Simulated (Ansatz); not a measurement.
A run of Ansatz 0.2.0 is set up as follows.

Contents of input.yaml:

```yaml
crystal:
  lattice:
    - [6.12, 0.0, 0.0]
    - [0.0, 3.06, 0.0]
    - [0.0, 0.0, 4.56]
  atoms:
    - { symbol: Ti, position: [0.677, 0.25, 0.377] }
    - { symbol: Ti, position: [0.323, 0.75, 0.623] }
    - { symbol: Ti, position: [0.823, 0.75, 0.877] }
    - { symbol: Ti, position: [0.177, 0.25, 0.123] }
    - { symbol: B, position: [0.529, 0.25, 0.897] }
    - { symbol: B, position: [0.471, 0.75, 0.103] }
    - { symbol: B, position: [0.971, 0.75, 0.397] }
    - { symbol: B, position: [0.029, 0.25, 0.603] }
hamiltonian:
  xc: pbesol
  pseudopotentials: { kind: paw }
kpoints:
  mp_grid: { grid: [5, 9, 6] }
scf:
  occupations: { method: fermi_dirac, width: 0.05 }
output:
  forces: true
  stress: true
  eigenvalues: true
  write_density: true
  write_potential: true
  elf: true
  volumetric_format: npy
relax:
  f_tol: 0.01
  max_steps: 40
  cell: { stress_tol: 0.05, p_target: 5.0 }
```

Potentials or basis: Ansatz PAW.

The run is started by

```bash
$ ansatz run input.yaml --threads 4 --pin off --max-ram 11264MiB --backend cpu --events-out ev --progress --plain --runs-dir out
```

**Question.** Predict the space group after relaxing (to 0.05 Å).

**Answer.** Pnma (No. 62).

**Question.** Predict the relaxed cell.

**Answer.** a = 6.011 Å, b = 3.014 Å, c = 4.492 Å, α = 90.00°, β = 90.00°, γ = 90.00°.

**Question.** What does it give for the band gap on the k mesh?

**Answer.** None (metal or under the smearing width).

Final structure:
```
CELL_PARAMETERS angstrom
6.01138 0.00000 0.00000
0.00000 3.01412 0.00000
0.00000 0.00000 4.49165
ATOMIC_POSITIONS crystal
Ti 0.67706 0.25000 0.37840
Ti 0.32294 0.75000 0.62160
Ti 0.82294 0.75000 0.87840
Ti 0.17706 0.25000 0.12160
B 0.53049 0.25000 0.89938
B 0.46951 0.75000 0.10062
B 0.96951 0.75000 0.39938
B 0.03049 0.25000 0.60062
```
